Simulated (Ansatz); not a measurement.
# How much does Cr in W(100), 2x2 scatter?, part 2 of 3

How strong a scatterer is Cr in W(100), 2x2, and does relaxation matter?

Ansatz 0.2.0; Ansatz plane-wave DFT, PBE, PAW files, collinear spin; ballistic transport by layer matching (Landauer), zero bias; PAW set soft_1 (the session's first sound run).

So far: The starting structure; Transmission at ideal sites.

## Step 2: Transmission at ideal sites (continued)

Electrostatic potential energy in the ca plane at fractional y = 0.250, with atoms of W and Cr within 0.2 Å of it. With pseudopotentials it is smooth inside the atoms' cores, unlike the true potential.

Ten even steps from '0' (-24 eV) to '9' (23 eV), each cell a mean:
```
99999999999999999999999999999999999999999999
89999755689999755799998655799998656899997556
48998300269997200279995101389984101589973002
27996100038985000058983000169972000279961000
27996100038985000058983000169972000279961000
58998410269997300379996201389985101589973102
89999755689999755799998655799998656899997556
99999999999999999999999999999999999999999999
99999999999999999999999999999999999999999999
99999887899999877899999989999999878999998778
69998522479998522589998544799996323699985224
38997200048995100169996232489973000389962000
27996100038984000048995243379972000279950000
38997200048995100169996232489973000389962000
69998632479998522589998644799996323699985324
99999987899999877899999989999999878999998878
99999999999999999999999999999999999999999999
```
Columns run along c (16.0 Å, from fractional 0.22 to 0.78 of the cell; values clipped at the 3rd and 97th percentile), rows up along a (6.3 Å). Atoms in or near the plane, at fractional coordinates: W at (0.31, 0.25), W at (0.31, 0.75), W at (0.42, 0.25), W at (0.42, 0.75), Cr at (0.53, 0.25), W at (0.53, 0.75), W at (0.64, 0.25), W at (0.64, 0.75), W at (0.75, 0.25), W at (0.75, 0.75).

Nearest the Fermi level spin up passes 4.81 of 5.03 channels of the lower lead and spin down 4.81 of 5.03.

## Step 3: Resistance at ideal sites

This step: Ansatz plane-wave DFT, PBE, PAW files, collinear spin; ballistic transport by layer matching (Landauer), zero bias; area resistance of the defect plane and resistivity an atomic per cent; PAW set soft_1 (Ansatz 0.2.0).

Numbers from this step:

```yaml
area_resistance: 0.03491 fΩ m²
t_over_the_leads_mean_channel_count: 0.9666
spin_asymmetry_gamma: -1.01e-5 (R down - R up) / (R down + R up)
resistivity_per_at_scaled_from_this_dense_plane_with_the_factor_3_over_4_for_isotropic_scattering: 0.6618 µΩ cm
```

Averaged over the energies near the Fermi level, 96.7 % of the channels pass, which makes 0.0349 fΩ m².

By hand, with means over the energies near the Fermi level: RA per spin = A (h/e²)(1/T − ½[1/N₁ + 1/N₂]); spin up: 40.06×10⁻²⁰ m² × 25 813 Ω × (1/4.944 − ½[1/5.115 + 1/5.115]) = 0.0698 fΩ m²; spin down: 40.06×10⁻²⁰ m² × 25 813 Ω × (1/4.944 − ½[1/5.115 + 1/5.115]) = 0.0698 fΩ m². The spins conduct in parallel, so 1/RA = 1/0.0698 + 1/0.0698 and RA = 0.0349 fΩ m²; γ = (0.0698 − 0.0698)/(0.0698 + 0.0698) = 0.

## Step 4: Relaxing the neighbours

The neighbours of the defect are let go while the lead's layers stay on their sites, since a lead must repeat to 0.01 Å.

This step: Ansatz plane-wave DFT, PBE, PAW files, collinear spin; relaxation with the lead's layers held; PAW set soft_1 (Ansatz 0.2.0).

File input.yaml:

```yaml
crystal:
  lattice:
    - [6.3296, 0.0, 0.0]
    - [0.0, 6.3296, 0.0]
    - [0.0, 0.0, 28.4832]
  atoms:
    - { symbol: W, position: [0.0, 0.0, 0.0277777778] }
    - { symbol: W, position: [0.0, 0.5, 0.0277777778] }
    - { symbol: W, position: [0.5, 0.0, 0.0277777778] }
    - { symbol: W, position: [0.5, 0.5, 0.0277777778] }
    - { symbol: W, position: [0.25, 0.25, 0.0833333333] }
    - { symbol: W, position: [0.25, 0.75, 0.0833333333] }
    - { symbol: W, position: [0.75, 0.25, 0.0833333333] }
    - { symbol: W, position: [0.75, 0.75, 0.0833333333] }
    - { symbol: W, position: [0.0, 0.0, 0.1388888889] }
    - { symbol: W, position: [0.0, 0.5, 0.1388888889] }
    - { symbol: W, position: [0.5, 0.0, 0.1388888889] }
    - { symbol: W, position: [0.5, 0.5, 0.1388888889] }
    - { symbol: W, position: [0.25, 0.25, 0.1944444444] }
    - { symbol: W, position: [0.25, 0.75, 0.1944444444] }
    - { symbol: W, position: [0.75, 0.25, 0.1944444444] }
    - { symbol: W, position: [0.75, 0.75, 0.1944444444] }
    - { symbol: W, position: [0.0, 0.0, 0.25] }
    - { symbol: W, position: [0.0, 0.5, 0.25] }
    - { symbol: W, position: [0.5, 0.0, 0.25] }
    - { symbol: W, position: [0.5, 0.5, 0.25] }
    - { symbol: W, position: [0.25, 0.25, 0.3055555556] }
    - { symbol: W, position: [0.25, 0.75, 0.3055555556] }
    - { symbol: W, position: [0.75, 0.25, 0.3055555556] }
    - { symbol: W, position: [0.75, 0.75, 0.3055555556] }
    - { symbol: W, position: [0.0, 0.0, 0.3611111111] }
    - { symbol: W, position: [0.0, 0.5, 0.3611111111] }
    - { symbol: W, position: [0.5, 0.0, 0.3611111111] }
    - { symbol: W, position: [0.5, 0.5, 0.3611111111] }
    - { symbol: W, position: [0.25, 0.25, 0.4166666667] }
    - { symbol: W, position: [0.25, 0.75, 0.4166666667] }
    - { symbol: W, position: [0.75, 0.25, 0.4166666667] }
    - { symbol: W, position: [0.75, 0.75, 0.4166666667] }
    - { symbol: W, position: [0.0, 0.0, 0.4722222222] }
    - { symbol: W, position: [0.0, 0.5, 0.4722222222] }
    - { symbol: W, position: [0.5, 0.0, 0.4722222222] }
    - { symbol: W, position: [0.5, 0.5, 0.4722222222] }
    - { symbol: Cr, position: [0.25, 0.25, 0.5277777778], spin: 2.5 }
    - { symbol: W, position: [0.25, 0.75, 0.5277777778] }
    - { symbol: W, position: [0.75, 0.25, 0.5277777778] }
    - { symbol: W, position: [0.75, 0.75, 0.5277777778] }
    - { symbol: W, position: [0.0, 0.0, 0.5833333333] }
    - { symbol: W, position: [0.0, 0.5, 0.5833333333] }
    - { symbol: W, position: [0.5, 0.0, 0.5833333333] }
    - { symbol: W, position: [0.5, 0.5, 0.5833333333] }
    - { symbol: W, position: [0.25, 0.25, 0.6388888889] }
    - { symbol: W, position: [0.25, 0.75, 0.6388888889] }
    - { symbol: W, position: [0.75, 0.25, 0.6388888889] }
    - { symbol: W, position: [0.75, 0.75, 0.6388888889] }
    - { symbol: W, position: [0.0, 0.0, 0.6944444444] }
    - { symbol: W, position: [0.0, 0.5, 0.6944444444] }
    - { symbol: W, position: [0.5, 0.0, 0.6944444444] }
    - { symbol: W, position: [0.5, 0.5, 0.6944444444] }
    - { symbol: W, position: [0.25, 0.25, 0.75] }
    - { symbol: W, position: [0.25, 0.75, 0.75] }
    - { symbol: W, position: [0.75, 0.25, 0.75] }
    - { symbol: W, position: [0.75, 0.75, 0.75] }
    - { symbol: W, position: [0.0, 0.0, 0.8055555556] }
    - { symbol: W, position: [0.0, 0.5, 0.8055555556] }
    - { symbol: W, position: [0.5, 0.0, 0.8055555556] }
    - { symbol: W, position: [0.5, 0.5, 0.8055555556] }
    - { symbol: W, position: [0.25, 0.25, 0.8611111111] }
    - { symbol: W, position: [0.25, 0.75, 0.8611111111] }
    - { symbol: W, position: [0.75, 0.25, 0.8611111111] }
    - { symbol: W, position: [0.75, 0.75, 0.8611111111] }
    - { symbol: W, position: [0.0, 0.0, 0.9166666667] }
    - { symbol: W, position: [0.0, 0.5, 0.9166666667] }
    - { symbol: W, position: [0.5, 0.0, 0.9166666667] }
    - { symbol: W, position: [0.5, 0.5, 0.9166666667] }
    - { symbol: W, position: [0.25, 0.25, 0.9722222222] }
    - { symbol: W, position: [0.25, 0.75, 0.9722222222] }
    - { symbol: W, position: [0.75, 0.25, 0.9722222222] }
    - { symbol: W, position: [0.75, 0.75, 0.9722222222] }
magnetization:
  spin_polarized: true
kpoints:
  mp_grid: { grid: [4, 4, 1] }
hamiltonian:
  xc: pbe
  pseudopotentials: { kind: paw, azcp: { folder: soft_1 } }
scf:
  occupations: { method: fermi_dirac, width: 0.1 }
relax:
  f_tol: 0.03
  max_steps: 40
  constraints:
    - { sites: [0, 1, 2, 3, 4, 5, 6, 7, 8, 9, 10, 11, 12, 13, 14, 15, 16, 17, 18, 19, 52, 53, 54, 55, 56, 57, 58, 59, 60, 61, 62, 63, 64, 65, 66, 67, 68, 69, 70, 71] }
```

Launch:

```
> ansatz run input.yaml --threads 4 --pin off --max-ram 15360MiB --backend cpu --events-out ev --progress --plain --runs-dir out
```

Numbers of over 12 decimals in the logs are rounded to 6 here.

The program printed:

```text
Warning: crystal.symmetry: narrowed to the stabiliser of the relax constraints — unitary ops 16 → 8; lowered at sites 20, 21, 22, 23, 52, 53, 54, 55 (the operations that carried what is held of a site onto what its image site leaves free; the constrained walk keeps no symmetry that its constraints do not admit)
[...]
Crystal: 72 atoms, lattice volume = 1141.146 Å³
Basis set: ecut = 420 eV, 22299 PW (Γ), exchange–correlation on 90×90×384 points (8 copies of the dense FFT grid, shifted against one another)
Bands: 607, of which v1, the nominal top of the filled ones, is band 504 counted from 1 (503 counted from 0)
Symmetry: 8 space group operations
k-points: 6 of 16
[...]
Starting moments: Σ|m| = 2.5 μB on 1 of 72 sites
[...]
SCF iter   1: F=—  HF=-740795.017901 eV  |F-HF|=—  |Δ(HF+E_count)|=         —  Δρ=3.32e-2 (↑3.30e-2 ↓3.32e-2)  dr2=2.54e2  dr2_m=4.29e-2  M=2.337 μB ∫|m|=2.790 μB  β_m=0.30  ethr=3.10e-3  ⟨swp⟩=5.2  Hψ=24725  notcnv=0
[...]
SCF iter  15: F=-740777.964998 eV  HF=-740777.965002 eV  |F-HF|=4.81e-6  |Δ(HF+E_count)|=   2.73e-7  Δρ=7.60e-6 (↑7.41e-6 ↓7.60e-6)  dr2=4.89e-6  dr2_m=1.26e-8  M=0.000 μB ∫|m|=0.002 μB  ethr=2.25e-10  ⟨swp⟩=1.0  Hψ=20042  notcnv=0
[...]
SCF 1 converged in 15 iterations: F = -740777.964998 eV  dr2 = 4.89e-6
[...]
relax step   1: F+E_penalty+E_count = -740777.96499757 eV  Δ(F+E_penalty+E_count) = +0.000e0 eV  max|allowed force component| = 3.100e-1 eV/Å  Δτ_max = 0.0000 Å  (15 SCF iters, dr2 threshold 2.25e-5 eV, accepted)
[...]
Starting moments: Σ|m| = 2.5 μB on 1 of 72 sites; this step starts from the density that it was given
[...]
iter 1 solved again at ethr=4.07e-4 eV; its pass at ethr=3.10e-3 eV (dr2=4.10e0 eV) is discarded
[...]
SCF iter  11: F=-740777.225933 eV  HF=-740777.225933 eV  |F-HF|=1.76e-7  |Δ(HF+E_count)|=   2.35e-8  Δρ=1.20e-6 (↑1.20e-6 ↓1.19e-6)  dr2=1.95e-7  dr2_m=4.39e-11  M=0.000 μB ∫|m|=0.000 μB  ethr=3.39e-10  ⟨swp⟩=1.0  Hψ=20056  notcnv=0
the starting moments were not kept: the SCF closed with an absolute magnetisation of 2.0e-5 μB, where they sum to 2.5 μB in size (1 site). That is at most 0.1 of that sum. Measured as dr2_m measures the in/out step, that magnetisation stands 2.6e-11 eV from none, at or under the dr2_threshold of 6.0e-6 eV: it is no larger than a step whose dr2_m would equal this threshold.
SCF 2 converged in 11 iterations: F = -740777.225933 eV  dr2 = 1.95e-7
relax step   2: F+E_penalty+E_count = -740777.22593288 eV  Δ(F+E_penalty+E_count) = +7.391e-1 eV  max|allowed force component| = 1.174e0 eV/Å  Δτ_max = 0.1293 Å  (11 SCF iters, dr2 threshold 6.01e-6 eV, rejected (line search))
SCF iter   1: F=—  HF=-740778.134348 eV  |F-HF|=—  |Δ(HF+E_count)|=         —  Δρ=3.52e-3 (↑3.52e-3 ↓3.51e-3)  dr2=2.92e0  dr2_m=3.00e-3  M=-0.000 μB ∫|m|=0.006 μB  β_m=0.30  ethr=2.52e-3  ⟨swp⟩=5.2  Hψ=14665  notcnv=0  defer=5
[...]
SCF iter  14: F=-740778.031176 eV  HF=-740778.031176 eV  |F-HF|=8.03e-9  |Δ(HF+E_count)|=   5.01e-9  Δρ=2.64e-7 (↑2.60e-7 ↓2.64e-7)  dr2=8.28e-9  dr2_m=2.28e-13  M=-0.000 μB ∫|m|=0.000 μB  ethr=3.31e-12  ⟨swp⟩=1.0  Hψ=15697  notcnv=0
[...]
SCF 3 converged in 14 iterations: F = -740778.031176 eV  dr2 = 8.28e-9
relax step   3: F+E_penalty+E_count = -740778.03117624 eV  Δ(F+E_penalty+E_count) = -6.618e-2 eV  max|allowed force component| = 8.621e-2 eV/Å  Δτ_max = 0.0331 Å  (14 SCF iters, accepted)
SCF iter   1: F=—  HF=-740778.032037 eV  |F-HF|=—  |Δ(HF+E_count)|=         —  Δρ=1.15e-4 (↑1.15e-4 ↓1.15e-4)  dr2=9.83e-4  dr2_m=2.35e-7  M=-0.000 μB ∫|m|=0.000 μB  β_m=0.65  ethr=3.14e-6  ⟨swp⟩=3.9  Hψ=11624  notcnv=0  defer=8
[...]
SCF iter  11: F=-740778.032393 eV  HF=-740778.032393 eV  |F-HF|=3.84e-9  |Δ(HF+E_count)|=   3.49e-9  Δρ=1.84e-7 (↑1.84e-7 ↓1.84e-7)  dr2=3.99e-9  dr2_m=2.82e-14  M=-0.000 μB ∫|m|=0.000 μB  ethr=1.00e-12  ⟨swp⟩=1.0  Hψ=20052  notcnv=0
[...]
SCF 4 converged in 11 iterations: F = -740778.032393 eV  dr2 = 3.99e-9
relax step   4: F+E_penalty+E_count = -740778.03239313 eV  Δ(F+E_penalty+E_count) = -1.217e-3 eV  max|allowed force component| = 2.228e-2 eV/Å  Δτ_max = 0.0050 Å  (11 SCF iters, accepted)
SCF converged after 11 iterations
Magnetization: -0.0000 μB (504.0000 up, 504.0000 down)
Absolute magnetization: 0.0000 μB (∫|ρ↑−ρ↓|, with the PAW one-centre terms)
[...]
Per-site moments (μB) at R_I (Å): [(1.8131447418231497e-9, 1.130579), (1.8131446211583117e-9, 1.130579), (1.8131446407298465e-9, 1.130579), (1.8131446615672474e-9, 1.130579), (-6.726558450960577e-10, 1.130579), (-6.679137539019382e-10, 1.130579), (-6.679136639262539e-10, 1.130579), (-3.821161833965808e-10, 1.130579), (-3.8063088511390434e-10, 1.130579), (-3.806309410449883e-10, 1.130579), (-3.806308918957217e-10, 1.1 [...]
Free energy (F): -740778.032393 eV
[...]
Internal energy: -740776.774211 eV  (E = F + TS)
E sigma→0 (E₀):  -740777.403302 eV
Entropy (-TS):   -1.258182 eV (-17.475 meV/atom)
Fermi energy:    22.301370 eV
[...]
--- Forces (eV/Å), atoms counted from 1 ---
  atom   1  W      0.00300760     0.00300760    -0.00043347
  atom   2  W      0.00300760    -0.00300760    -0.00043347
  atom   3  W     -0.00300760     0.00300760    -0.00043347
  atom   4  W     -0.00300760    -0.00300760    -0.00043347
  atom   5  W      0.00000000     0.00000000    -0.01077962
  atom   6  W     -0.00000000     0.00000000    -0.01038295
  atom   7  W      0.00000000     0.00000000    -0.01038295
  atom   8  W     -0.00000000     0.00000000    -0.00006629
  atom   9  W      0.00103263     0.00103263     0.00867185
  atom  10  W      0.00103263    -0.00103263     0.00867185
  atom  11  W     -0.00103263     0.00103263     0.00867185
  atom  12  W     -0.00103263    -0.00103263     0.00867185
  atom  13  W     -0.00000000     0.00000000     0.00980446
  atom  14  W     -0.00000000     0.00000000     0.01753292
  atom  15  W      0.00000000     0.00000000     0.01753292
  atom  16  W     -0.00000000     0.00000000     0.02282440
  atom  17  W     -0.00371128    -0.00371128     0.11150020
  atom  18  W     -0.00371128     0.00371128     0.11150020
  atom  19  W      0.00371128    -0.00371128     0.11150020
  atom  20  W      0.00371128     0.00371128     0.11150020
  atom  21  W      0.00000000     0.00000000     0.00939044
  atom  22  W      0.00000000     0.00000000     0.00009627
  atom  23  W      0.00000000     0.00000000     0.00009627
  atom  24  W     -0.00000000     0.00000000    -0.00754963
  atom  25  W     -0.00575509    -0.00575509     0.00083055
  atom  26  W     -0.00575509     0.00575509     0.00083055
  atom  27  W      0.00575509    -0.00575509     0.00083055
  atom  28  W      0.00575509     0.00575509     0.00083055
  atom  29  W     -0.00000000     0.00000000     0.00947892
  atom  30  W     -0.00000000     0.00000000    -0.00341610
  atom  31  W     -0.00000000     0.00000000    -0.00341610
  atom  32  W     -0.00000000     0.00000000    -0.02164315
  atom  33  W      0.00152309     0.00152309    -0.00174605
  atom  34  W      0.00152309    -0.00152309    -0.00174605
  atom  35  W     -0.00152309     0.00152309    -0.00174605
  atom  36  W     -0.00152309    -0.00152309    -0.00174605
  atom  37  Cr    -0.00000000     0.00000000    -0.00013300
  atom  38  W     -0.00000000     0.00000000     0.00077932
  atom  39  W     -0.00000000     0.00000000     0.00077932
  atom  40  W      0.00000000     0.00000000     0.00270252
[...]
atom  61  W      0.00000000     0.00000000     0.02254927
  atom  62  W      0.00000000     0.00000000     0.01049292
  atom  63  W      0.00000000     0.00000000     0.01049292
  atom  64  W     -0.00000000     0.00000000     0.00582387
  atom  65  W      0.00107945     0.00107945    -0.01004441
  atom  66  W      0.00107945    -0.00107945    -0.01004441
  atom  67  W     -0.00107945     0.00107945    -0.01004441
  atom  68  W     -0.00107945    -0.00107945    -0.01004441
  atom  69  W      0.00000000     0.00000000     0.01248617
  atom  70  W     -0.00000000     0.00000000     0.01136595
  atom  71  W     -0.00000000     0.00000000     0.01136595
  atom  72  W      0.00000000     0.00000000     0.00188194
  max |Σ_I F_I| component: 1.18e-7 eV/Å
--- Relaxed structure (4 steps of the walk, 3 accepted, 0 SCFs on fresh bases) ---
  F+E_penalty+E_count = -740778.03239313 eV   max|allowed force component| = 2.228e-2 eV/Å
  atoms:
    - { symbol: W, position: [0.0, 0.0, 0.027778] }
    - { symbol: W, position: [0.0, 0.5, 0.027778] }
    - { symbol: W, position: [0.5, 0.0, 0.027778] }
    - { symbol: W, position: [0.5, 0.5, 0.027778] }
    - { symbol: W, position: [0.25, 0.25, 0.083333] }
    - { symbol: W, position: [0.25, 0.75, 0.083333] }
    - { symbol: W, position: [0.75, 0.25, 0.083333] }
    - { symbol: W, position: [0.75, 0.75, 0.083333] }
    - { symbol: W, position: [0.0, 0.0, 0.138889] }
    - { symbol: W, position: [0.0, 0.5, 0.138889] }
    - { symbol: W, position: [0.5, 0.0, 0.138889] }
    - { symbol: W, position: [0.5, 0.5, 0.138889] }
    - { symbol: W, position: [0.25, 0.25, 0.194444] }
    - { symbol: W, position: [0.25, 0.75, 0.194444] }
    - { symbol: W, position: [0.75, 0.25, 0.194444] }
    - { symbol: W, position: [0.75, 0.75, 0.194444] }
    - { symbol: W, position: [0.0, 0.0, 0.250000] }
    - { symbol: W, position: [0.0, 0.5, 0.250000] }
    - { symbol: W, position: [0.5, 0.0, 0.250000] }
    - { symbol: W, position: [0.5, 0.5, 0.250000] }
    - { symbol: W, position: [0.25, 0.25, 0.305856] }
    - { symbol: W, position: [0.25, 0.75, 0.305797] }
    - { symbol: W, position: [0.75, 0.25, 0.305797] }
    - { symbol: W, position: [0.75, 0.75, 0.305811] }
    - { symbol: W, position: [6.0377658486852274e-6, 6.0377658486852274e-6, 0.361596] }
    - { symbol: W, position: [6.0377658486852274e-6, 0.499994, 0.361596] }
    - { symbol: W, position: [0.499994, 6.0377658486852274e-6, 0.361596] }
    - { symbol: W, position: [0.499994, 0.499994, 0.361596] }
    - { symbol: W, position: [0.25, 0.25, 0.417453] }
    - { symbol: W, position: [0.25, 0.75, 0.417316] }
    - { symbol: W, position: [0.75, 0.25, 0.417316] }
    - { symbol: W, position: [0.75, 0.75, 0.417401] }
    - { symbol: W, position: [0.00206463, 0.00206463, 0.473063] }
    - { symbol: W, position: [0.00206463, 0.497935, 0.473063] }
    - { symbol: W, position: [0.497935, 0.00206463, 0.473063] }
    - { symbol: W, position: [0.497935, 0.497935, 0.473063] }
    - { symbol: Cr, position: [0.25, 0.25, 0.527882] }
    - { symbol: W, position: [0.25, 0.75, 0.527877] }
    - { symbol: W, position: [0.75, 0.25, 0.527877] }
    - { symbol: W, position: [0.75, 0.75, 0.527874] }
    - { symbol: W, position: [0.00205047, 0.00205047, 0.582690] }
[...]
- { symbol: W, position: [0.25, 0.25, 0.861111] }
    - { symbol: W, position: [0.25, 0.75, 0.861111] }
    - { symbol: W, position: [0.75, 0.25, 0.861111] }
    - { symbol: W, position: [0.75, 0.75, 0.861111] }
    - { symbol: W, position: [0.0, 0.0, 0.916667] }
    - { symbol: W, position: [0.0, 0.5, 0.916667] }
    - { symbol: W, position: [0.5, 0.0, 0.916667] }
    - { symbol: W, position: [0.5, 0.5, 0.916667] }
    - { symbol: W, position: [0.25, 0.25, 0.972222] }
    - { symbol: W, position: [0.25, 0.75, 0.972222] }
    - { symbol: W, position: [0.75, 0.25, 0.972222] }
    - { symbol: W, position: [0.75, 0.75, 0.972222] }
```

Run time: 50 min. Hardware: 4 threads of Arm Neoverse V1, shared host; peak memory 8.7 GiB.

Relaxation path:

```
step  energy less that of the first step (eV)  largest force component (eV/Å)
   1                                   0.0000                          0.3100
   2                                   0.7391                          1.1738
   3                                  -0.0662                          0.0862
   4                                  -0.0674                          0.0223
```

Relaxation step 2 was tried and not accepted.

The atoms that moved most (Å):

| atom | dx | dy | dz | length |
| --- | --- | --- | --- | --- |
| W36 | -0.013 | -0.013 | 0.024 | 0.030 |
| W34 | 0.013 | -0.013 | 0.024 | 0.030 |
| W35 | -0.013 | 0.013 | 0.024 | 0.030 |
| W33 | 0.013 | 0.013 | 0.024 | 0.030 |
| W44 | -0.013 | -0.013 | -0.018 | 0.026 |
| W43 | -0.013 | 0.013 | -0.018 | 0.026 |
| W42 | 0.013 | -0.013 | -0.018 | 0.026 |
| W41 | 0.013 | 0.013 | -0.018 | 0.026 |

Numbers from this step:

```
free energy             : -740778.0324 eV
energy at zero smearing : -740777.4033 eV
```

The largest force component on a free atom ends at 0.022 eV/Å, under the tolerance of 0.03, after 4 steps.

(Continued in part 3 of 3.)

[Logs are printed without paths, hosts, clocks, repeated set-up lines and the standing remarks that a program may print on its own settings, such as how far it seeks lower states.]

[Hosts, paths, dates, database ids (printed as entryN), source tags and the programs' standing remarks are cut or masked in the printed files.]
